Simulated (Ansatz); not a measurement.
Clean, relaxed (100) surface of MoP, space group P-6m2 (No. 187) (top face towards +c; atoms held fixed, by place in the list: 1, 2, 3):

```xyz
6
Lattice="3.1741 0.0000 0.0000 0.0000 3.2062 0.0000 0.0000 0.0000 23.4789" Properties=species:S:1:pos:R:3 pbc="T T T"
Mo    0.0000    1.6031    8.5000
P     1.5871    0.0000    9.4256
Mo    0.0000    0.0000   11.2767
P     1.5871    1.6031   12.2119
Mo    0.0000    1.6031   14.0166
P     1.5871    0.0000   15.0512
```

All numbers below come from DFT PBEsol, scalar-relativistic, plane waves, PAW (Ansatz). Plane waves to 420 eV, a k mesh through Γ of 9×9×1 on the computed 6-atom cell and Gaussian smearing (0.10 eV); no spin polarisation. The cell repeats along c with a dipole correction in the vacuum.

H (atom) is adsorbed on the top face, one adsorbate per 10.2 Å², and relaxed from 3 starting sites (fractions of a and b). The adsorption energy is E(slab + adsorbate) − E(slab) − E(free adsorbate, spin-polarised where open-shell). Heights count from the highest slab atom after relaxation. Δφ is the top face's. Δp counts per cell along +c. Bonded neighbours lie within 1.25 times the sum of covalent radii (1.35 for H) and, on that scale, within 12 % of the closest. With the adsorbate the cell is lengthened along c to keep the vacuum.

```tsv
start	ends at	E_ads (eV)	height (Å)	shortest contact	Δφ (eV)	Δp (e·Å)
top (P) at (0.50, 0.00)	(0.50, 0.00), 1 bonded neighbour (P)	-2.69	1.43	H–P 1.43 Å	-1.40	+0.078
bridge (P-P) at (0.50, 0.50)	(0.50, 0.50), 4 bonded neighbours (Mo and P)	-1.41	0.71	H–P 1.75 Å	-0.97	+0.056
hollow (over Mo) at (0.00, 0.50)	(0.00, 0.50), 1 bonded neighbour (Mo)	-2.26	0.68	H–Mo 1.76 Å	-0.19	+0.011
```

Among the sites tried, the lowest end comes from the top (P) at (0.50, 0.00) start; other sites may lie lower.

Each end is the local minimum or symmetric point that its start leads to. The slab is only 6.5 Å thick, so the energies aren't converged with thickness.

The adsorbed runs have no spin polarisation, so weakly bound open-shell ends lie too high.